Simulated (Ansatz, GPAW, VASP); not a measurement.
# Ge: 4 runs at one level of theory

```
Ge
1.0
     0.00000    2.82891    2.82891
     2.82891    0.00000    2.82891
     2.82891    2.82891    0.00000
Ge
2
Direct
  0.75000 0.75000 0.75000
  0.50000 0.50000 0.50000
```

Alike in all runs: task single point; functional PBE; k mesh 8 × 8 × 8; occupations gaussian, width 0.03 eV; no spin polarisation; no spin-orbit coupling. Pressure is positive in compression and, in plane waves, holds the error of the finite cutoff, which Ansatz's Pulay term estimates and takes out.

```tsv
program and potentials	plane-wave cutoff (eV)	notes	band gap (eV)	pressure (GPa)
Ansatz, Ansatz PAW	420	14 valence electrons an atom on average; Pulay term of +0.03 GPa included	0.03	3.60
GPAW, GPAW PAW data sets (gpaw-data 1.2.1)	600	4 valence electrons an atom on average	0.09	3.84
Ansatz, all-electron LAPW, scalar-relativistic	-	-	0.04	3.59
VASP, PBE PAW files Ge_d, 520 eV	520	14 valence electrons an atom on average	0.03	3.56
```

The band gap spans 0.03 (Ansatz, Ansatz PAW) to 0.09 eV (GPAW, GPAW PAW data sets (gpaw-data 1.2.1)), with all-electron results at 0.04. The pressure spans 3.56 (VASP, PBE PAW files Ge_d, 520 eV) to 3.84 GPa (GPAW, GPAW PAW data sets (gpaw-data 1.2.1)), with all-electron results at 3.59.

Differences between rows come from potentials, basis sets and numerical settings, since the functional is the same but for its coding. Runs on potential files found faulty are left out.

All four runs place this cell under compression, as expected for PBE, which underbinds germanium and favours a larger lattice than the measured one. They also leave it almost gapless, whereas real germanium is a semiconductor with a clear indirect gap. The semilocal functional places the conduction states too low, especially the antibonding s-like state at the zone centre, which is sensitive to both volume and scalar-relativistic contraction. Spin-orbit splitting would raise the valence-band top and probably close what gap remains.

The two data sets with 14 valence electrons follow the all-electron result closely in both gap and pressure, while the one with 4 lies higher in both. This suggests that freezing the shallow 3d shell removes some of its response to bonding and compression, though other differences in how the data set was constructed could contribute. The close agreement supports the potentials as representations of PBE, not PBE as a description of germanium's band edges.
